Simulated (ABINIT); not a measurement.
Crystal: TePt.

```
CELL_PARAMETERS angstrom
4.26288 0.00000 0.00000
-2.13144 3.69176 0.00000
0.00000 0.00000 5.66177
ATOMIC_POSITIONS crystal
Pt 0.00000 0.00000 0.00000
Pt 0.00000 0.00000 0.50000
Te 0.33333 0.66667 0.25000
Te 0.66667 0.33333 0.75000
```

Measurements of this composition are mostly on another form, of space group No. 166.

Base run:

```yaml
Program: ABINIT 10.8.3 (patched build)
Functional: LDA
Potentials_or_basis: JTH PAW LDA v2.0
Cutoff: 435 eV
k_mesh: 7 × 7 × 5
Occupations: fermi-dirac, width 0.05 eV
Spin: no spin polarisation
```

Its results: band gap on the k mesh none (metal or under the smearing width); pressure -6.3 GPa.

Question: The run is repeated on the same cell with these changes: functional from LDA to PBEsol; potentials or basis from JTH PAW LDA v2.0 to PseudoDojo NC SR PBEsol v0.4.1 standard; cutoff from 435 eV to 1143 eV; valence electrons from 32 to 68. What comes out?

Answer: Band gap on the k mesh none (metal or under the smearing width); pressure -4.6 GPa.

Caveats: spin-orbit coupling is left out, which moves the levels of the heavy elements.
